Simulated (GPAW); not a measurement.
A run of GPAW 26.7.0:

run.py

```python
from ase import Atoms
from ase.dft.bandgap import bandgap
from ase.io import write
from ase.units import GPa
from gpaw import GPAW, PW

atoms = Atoms(['Tb', 'Tb'],
              cell=[[3.601, 0.0, 0.0],
                    [-1.8005, 3.118557479, 0.0],
                    [0.0, 0.0, 5.6936]],
              scaled_positions=[[0.6666666667, 0.3333333333, 0.75],
                                [0.3333333333, 0.6666666667, 0.25]],
              pbc=True)
atoms.set_initial_magnetic_moments([6.0, 6.0])

calc = GPAW(mode=PW(800),
            xc='PBE',
            kpts={'size': (9, 9, 5), 'gamma': True},
            occupations={'name': 'fermi-dirac', 'width': 0.05},
            nbands=38,
            convergence={'density': 1e-05, 'energy': 1e-05},
            maxiter=150,
            txt='gpaw.txt')
atoms.calc = calc
energy = atoms.get_potential_energy()
forces = atoms.get_forces()
stress = atoms.get_stress()
calc.write('gs.gpw')
write('result.traj', atoms)
print(f'Energy: {energy:.6f} eV')
print('Forces (eV/A):')
print(forces.round(4))
print('Stress (GPa):', (stress / GPa).round(3))
print('Moments:', calc.get_magnetic_moments().round(3))
print('Fermi level:', round(calc.get_fermi_level(), 4), 'eV')
print(f'Gap: {bandgap(calc)[0]:.4f} eV, direct: {bandgap(calc, direct=True)[0]:.4f} eV')
```

Potentials or basis: GPAW PAW data sets (gpaw-data 1.2.1), pw.

Command:

```console
$ OMP_NUM_THREADS=1 python run.py
```

Hardware: 1 thread of Arm Neoverse V2, with other jobs on the host.

Q: How long does it take, and how much memory?

A: Wall time 5.7 min on 1 thread of Arm Neoverse V2 (shared host), peak memory 0.44 GiB. Counts: scf iterations 19, plane waves 3333, bands 38, k points 50.
